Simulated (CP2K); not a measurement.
# Si (Pm-3m) in CP2K: reference runs

Aim: a first look at Si with PBE, on the cell as given and on a disturbed one.

Everything below comes from runs of CP2K 2026.2. Logs are shortened: lines on timing, memory, paths and dates and some standing lists are left out, and cuts for length are marked.

## 1. Starting point

Symmetry: Pm-3m, No. 221, cubic system. The conventional cell has a = 2.532 Å, b = 2.532 Å, c = 2.532 Å, α = 90.00°, β = 90.00°, γ = 90.00°. Si (site symmetry m-3m) is surrounded by 6 Si at 2.53 Å.

The cell was built by a generator and needn't be a form met in nature.

## 2. Single point, PBE

Contents of si_scf.inp:

```
&GLOBAL
  PROJECT si_scf
  RUN_TYPE ENERGY_FORCE
  PRINT_LEVEL LOW
&END GLOBAL
&FORCE_EVAL
  METHOD QS
  STRESS_TENSOR ANALYTICAL
  &DFT
    BASIS_SET_FILE_NAME BASIS_MOLOPT_UZH
    POTENTIAL_FILE_NAME POTENTIAL_UZH
    &MGRID
      CUTOFF 450
      REL_CUTOFF 60
      NGRIDS 5
    &END MGRID
    &QS
      METHOD GPW
      EPS_DEFAULT 1.0E-10
    &END QS
    &KPOINTS
      SCHEME MONKHORST-PACK 10 10 10
      GAMMA_CENTERED T
      SYMMETRY T
      SYMMETRY_BACKEND SPGLIB
    &END KPOINTS
    &SCF
      SCF_GUESS ATOMIC
      EPS_SCF 1.0E-6
      MAX_SCF 100
      ADDED_MOS 8
      CHOLESKY OFF
      EPS_EIGVAL 1.0E-7
      &DIAGONALIZATION ON
        ALGORITHM STANDARD
      &END DIAGONALIZATION
      &MIXING ON
        METHOD BROYDEN_MIXING
        ALPHA 0.4
        BETA 1.5
        NBUFFER 8
      &END MIXING
      &SMEAR ON
        METHOD FERMI_DIRAC
        ELECTRONIC_TEMPERATURE [K] 580.226
      &END SMEAR
    &END SCF
    &XC
      &XC_FUNCTIONAL PBE
      &END XC_FUNCTIONAL
    &END XC
    &PRINT
      &KPOINTS ON
      &END KPOINTS
      &MULLIKEN ON
      &END MULLIKEN
      &MO ON
        ENERGIES T
        OCCUPATION_NUMBERS T
        &EACH
          QS_SCF 0
        &END EACH
        ADD_LAST NUMERIC
      &END MO
      &LOWDIN ON
      &END LOWDIN
      &HIRSHFELD ON
        SHAPE_FUNCTION DENSITY
      &END HIRSHFELD
      &E_DENSITY_CUBE ON
        STRIDE 1
      &END E_DENSITY_CUBE
      &V_HARTREE_CUBE ON
        STRIDE 1
      &END V_HARTREE_CUBE
      &ELF_CUBE ON
        STRIDE 1
      &END ELF_CUBE
    &END PRINT
  &END DFT
  &SUBSYS
    &CELL
      A 2.5321100000 0.0000000000 0.0000000000
      B 0.0000000000 2.5321100000 0.0000000000
      C 0.0000000000 0.0000000000 2.5321100000
      PERIODIC XYZ
    &END CELL
    &COORD
      Si  1.2660550000 1.2660550000 1.2660550000
    &END COORD
    &KIND Si
      BASIS_SET TZVP-MOLOPT-PBE-GTH-q4
      POTENTIAL GTH-PBE-q4
    &END KIND
    &PRINT
      &ATOMIC_COORDINATES ON
      &END ATOMIC_COORDINATES
      &CELL ON
      &END CELL
    &END PRINT
  &END SUBSYS
  &PRINT
    &FORCES ON
    &END FORCES
    &STRESS_TENSOR ON
    &END STRESS_TENSOR
  &END PRINT
&END FORCE_EVAL
```

Potentials or basis: POTENTIAL_UZH Si GTH-PBE-q4; TZVP-MOLOPT-PBE-GTH basis.

Command:

```
$ OMP_NUM_THREADS=1 cp2k.psmp -i si_scf.inp -o si_scf.out
```

si_scf.out:

```text

 CP2K| version string:                                       CP2K version 2026.2
 CP2K| Input file name                                                si_scf.inp

 GLOBAL| Force Environment number                                              1
 GLOBAL| Basis set file name                                    BASIS_MOLOPT_UZH
 GLOBAL| Potential file name                                       POTENTIAL_UZH
 GLOBAL| MM Potential file name                                     MM_POTENTIAL
 GLOBAL| Coordinate file name                                      __STD_INPUT__
 GLOBAL| Method name                                                        CP2K
 GLOBAL| Project name                                                     si_scf
 GLOBAL| Run type                                                   ENERGY_FORCE
 GLOBAL| FFT library                                                       FFTW3
 GLOBAL| Diagonalization library                                       ScaLAPACK
 GLOBAL| Cholesky decomposition library                                ScaLAPACK
 GLOBAL| DGEMM library                                                      BLAS
 GLOBAL| Direct generalized diagonalization requested                          F
 GLOBAL| Matrix multiplication library                                 ScaLAPACK
 GLOBAL| Global print level                                                  LOW
 GLOBAL| Total number of message passing processes                             1
 GLOBAL| Number of threads for this process                                    1
 GLOBAL| CPU model name                                                  UNKNOWN

 CELL| Volume [angstrom^3]:                                            16.234828
 CELL| Vector a [angstrom]:       2.532     0.000     0.000   |a| =     2.532110
 CELL| Vector b [angstrom]:       0.000     2.532     0.000   |b| =     2.532110
 CELL| Vector c [angstrom]:       0.000     0.000     2.532   |c| =     2.532110
 CELL| Angle (b,c), alpha [degree]:                                    90.000000
 CELL| Angle (a,c), beta  [degree]:                                    90.000000
 CELL| Angle (a,b), gamma [degree]:                                    90.000000
 CELL| Numerically orthorhombic:                                             YES
 CELL| Periodicity                                                           XYZ

 CELL_REF| Volume [angstrom^3]:                                        16.234828
 CELL_REF| Vector a [angstrom     2.532     0.000     0.000   |a| =     2.532110
 CELL_REF| Vector b [angstrom     0.000     2.532     0.000   |b| =     2.532110
 CELL_REF| Vector c [angstrom     0.000     0.000     2.532   |c| =     2.532110
 CELL_REF| Angle (b,c), alpha [degree]:                                90.000000
 CELL_REF| Angle (a,c), beta  [degree]:                                90.000000
 CELL_REF| Angle (a,b), gamma [degree]:                                90.000000
 CELL_REF| Numerically orthorhombic:                                         YES
 CELL_REF| Periodicity                                                       XYZ

[... 8 lines left out ...]
 TOTAL NUMBERS AND MAXIMUM NUMBERS

  Total number of            - Atomic kinds:                                   1
                             - Atoms:                                          1
                             - Shell sets:                                     1
                             - Shells:                                         7
                             - Primitive Cartesian functions:                  4
                             - Cartesian basis functions:                     18
                             - Spherical basis functions:                     17

  Maximum angular momentum of- Orbital basis functions:                        2
                             - Local part of the GTH pseudopotential:          0
                             - Non-local part of the GTH pseudopotential:      2

 MODULE QUICKSTEP: ATOMIC COORDINATES IN ANGSTROM

   Atom Kind Element         X             Y             Z       Z(eff)     Mass
      1    1 Si   14      1.266055      1.266055      1.266055   4.0000  28.0855

 SCF PARAMETERS         Density guess:                                    ATOMIC
                        --------------------------------------------------------
                        max_scf:                                             100
[... 7 lines left out ...]
                        --------------------------------------------------------
                        level_shift [a.u.]:                             0.000000
                        added MOs                                         8    0
                        --------------------------------------------------------
                        Mixing method:                            BROYDEN_MIXING
[... 11 lines left out ...]
 *******************************************************************************
 BRILLOUIN| K-point scheme                                        Monkhorst-Pack
 BRILLOUIN| K-Point grid                                            10   10   10
 BRILLOUIN| Gamma-centered k-point mesh                                     ON
 BRILLOUIN| K-point symmetry accuracy                               0.100000E-05
 BRILLOUIN| K-Point point group symmetrization                                ON
 BRILLOUIN| Symmetry backend                                             SPGLIB
 BRILLOUIN| Symmetry reduction method                                    SPGLIB
 BRILLOUIN| Wavefunction type                                            COMPLEX
 BRILLOUIN| List of Kpoints [2 Pi/Bohr]                                       56
 BRILLOUIN| Number           Weight            X              Y              Z
 BRILLOUIN|     1           0.00800       -0.40000       -0.40000       -0.40000
 BRILLOUIN|     2           0.02400       -0.40000       -0.40000       -0.30000
 BRILLOUIN|     3           0.02400       -0.40000       -0.40000       -0.20000
 BRILLOUIN|     4           0.02400       -0.40000       -0.40000       -0.10000
 BRILLOUIN|     5           0.01200       -0.40000       -0.40000        0.00000
 BRILLOUIN|     6           0.01200       -0.40000       -0.40000        0.50000
[... 32 lines left out ...]
 BRILLOUIN|    39           0.01200       -0.20000       -0.20000        0.00000
 BRILLOUIN|    40           0.01200       -0.20000       -0.20000        0.50000
 [... further k-points ...]
 *******************************************************************************

 Extrapolation method: initial_guess

 Number of electrons:                                                          4
 Number of occupied orbitals:                                                  2
 Number of molecular orbitals:                                                10

 Number of orbital functions:                                                 17
 Number of independent orbital functions:                                     17

 SCF WAVEFUNCTION OPTIMIZATION

  Step     Update method      Time    Convergence         Total energy    Change
  ------------------------------------------------------------------------------
     1 NoMix/Diag. 0.40E+00    2.7     0.36952782        -4.0553429384 -4.06E+00
     2 Broy./Diag. 0.40E+00    1.9     0.00094827        -3.9991753047  5.62E-02
     3 Broy./Diag. 0.40E+00    1.9     0.00343830        -3.9297647192  6.94E-02
     4 Broy./Diag. 0.40E+00    2.0     0.00027700        -3.9243592352  5.41E-03
     5 Broy./Diag. 0.40E+00    1.9     0.00023569        -3.9222957961  2.06E-03
     6 Broy./Diag. 0.40E+00    1.9     0.00036497        -3.9227192051 -4.23E-04
     7 Broy./Diag. 0.40E+00    2.0     0.00016146        -3.9229842860 -2.65E-04
     8 Broy./Diag. 0.40E+00    1.9     0.00002378        -3.9230804005 -9.61E-05
     9 Broy./Diag. 0.40E+00    1.9     0.00000104        -3.9230931963 -1.28E-05
    10 Broy./Diag. 0.40E+00    1.9     0.00000175        -3.9230920073  1.19E-06
    11 Broy./Diag. 0.40E+00    1.9     0.00000023        -3.9230921957 -1.88E-07

  *** SCF run converged in    11 steps ***

  Electronic density on regular grids:         -4.0000000000       -0.0000000000
  Core density on regular grids:                3.9999999992       -0.0000000008
  Total charge density on r-space grids:       -0.0000000008
  Total charge density g-space grids:          -0.0000000008

  Overlap energy of the core charge distribution:               0.00000000000015
  Self energy of the core charge distribution:                -10.25839756091008
  Core Hamiltonian energy:                                      2.16127083013066
  Hartree energy:                                               5.38393961180425
  Exchange-correlation energy:                                 -1.20986182956757
  Electronic entropic energy:                                  -0.00004324717472
  Fermi energy:                                                 0.27906149052761

  Total energy:                                                -3.92309219571511
  Total energy (extrapolated to T->0):                         -3.92307057212775

 MO| EIGENVALUES AND OCCUPATION NUMBERS FOR K POINT 1
 MO|
 MO|  Index      Eigenvalue [a.u.]        Eigenvalue [eV]             Occupation
 MO|      1               0.165662               4.507905               2.000000
 MO|      2               0.291778               7.939688               0.001972
 MO|      3               0.291778               7.939688               0.001972
 MO|      4               0.436857              11.887477               0.000000
 MO|      5               0.577596              15.717179               0.000000
 MO|      6               0.577596              15.717179               0.000000
 MO|      7               0.609531              16.586186               0.000000
 MO|      8               1.380037              37.552725               0.000000
 MO|      9               1.380037              37.552725               0.000000
 MO|     10               1.708566              46.492432               0.000000
 MO| Sum:                                                               2.003944
 MO| E(Fermi):            0.279061 a.u.          7.593649 eV
[... 202 lines left out ...]
 MO|  Index      Eigenvalue [a.u.]        Eigenvalue [eV]             Occupation
 MO|      1              -0.049005              -1.333485               2.000000
 MO|      2               0.126475               3.441546               2.000000
 MO|      3               0.424218              11.543551               0.000000
 MO|      4               0.685121              18.643094               0.000000
 MO|      5               0.695363              18.921790               0.000000
 MO|      6               0.845771              23.014607               0.000000
 MO|      7               0.935021              25.443207               0.000000
 MO|      8               1.109099              30.180130               0.000000
 MO|      9               1.125100              30.615517               0.000000
 MO|     10               1.222547              33.267199               0.000000
 MO| Sum:                                                               4.000000
 MO| E(Fermi):            0.279061 a.u.          7.593649 eV
 MO| Band gap:            0.297743 a.u.          8.102005 eV

 [... the levels of further k-points ...]

 The electron density is written in Cube    file format to the file:

 si_scf-ELECTRON_DENSITY-1_0.cube

 !-----------------------------------------------------------------------------!
                     Mulliken Population Analysis

 #  Atom  Element  Kind  Atomic population                           Net charge
       1     Si       1          4.000000                             -0.000000
 # Total charge                              4.000000                 -0.000000

 !-----------------------------------------------------------------------------!

 !-----------------------------------------------------------------------------!
                           Hirshfeld Charges

  #Atom  Element  Kind  Ref Charge     Population                    Net charge
      1       Si     1       4.000          4.000                        -0.000

  Total Charge                                                           -0.000
 !-----------------------------------------------------------------------------!

 LOWDIN POPULATION ANALYSIS

 #  Atom  Element  Kind  Atomic population                           Net charge
       1     Si       1          4.000000                             -0.000000
 # Total charge                              4.000000                 -0.000000

               ----- ELF is computed on the real space grid -----

 ELF is written in Cube    file format to the file:

 si_scf-ELF_S1-1_0.cube

 ENERGY| Total FORCE_EVAL ( QS ) energy [hartree]             -3.923092187422425

 FORCES| Atomic forces [hartree/bohr]
 FORCES|   Atom     x               y               z               |f|
 FORCES|      1 -1.48435845E-13 -1.48234348E-13 -1.49347883E-13   2.57510024E-13
 FORCES| Sum    -1.48435845E-13 -1.48234348E-13 -1.49347883E-13
 FORCES| Total atomic force                                       2.57510024E-13

 STRESS| Analytical stress tensor [bar]
 STRESS|                        x                   y                   z
 STRESS|      x       -1.98926388793E+03   1.37984085425E-06   1.39851142892E-06
 STRESS|      y        1.37984085425E-06  -1.98926388793E+03   1.39648818178E-06
 STRESS|      z        1.39851142892E-06   1.39648818178E-06  -1.98926388792E+03
 STRESS| 1/3 Trace                                            -1.98926388793E+03
 STRESS| Determinant                                          -7.87185700223E+09

 STRESS| Eigenvectors and eigenvalues of the analytical stress tensor [bar]
 STRESS|                        1                   2                   3
 STRESS| Eigenvalues  -1.98926388933E+03  -1.98926388931E+03  -1.98926388514E+03
 STRESS|      x          -0.401691936891     -0.711375723866      0.576704575437
 STRESS|      y          -0.417984489688      0.702743634845      0.575708563480
 STRESS|      z           0.814820565656      0.009796079716      0.579630470736
```

Wall time 28 s (1 thread of Arm Neoverse V1, shared host); peak memory 0.19 GiB.

Results:

| Property | Result |
| --- | --- |
| Free energy | -106.7528 eV |
| Pressure | -0.2 GPa |
| Band gap on the k mesh | none (metal or under the smearing width) |

Levels at points of the mesh, in eV from the Fermi level:
```csv
k point,band 1,band 2,band 3,band 4,band 5,band 6,band 7
"(0.00, 0.00, 0.00)",-13.21,7.68,7.68,7.68,8.09,8.09,16.21
"(0.00, 0.00, 0.50)",-8.63,-6.55,10.41,10.99,10.99,16.28,16.28
"(0.00, 0.50, 0.50)",-3.52,-2.87,-2.87,2.90,14.06,18.33,18.33
"(0.50, 0.50, 0.50)",0.57,0.57,0.57,3.41,6.39,6.39,6.39
```

Caveat: the basis of atomic orbitals isn't converged, which shifts pressures, moduli and gaps.

(Continued in part 2 of 2.)
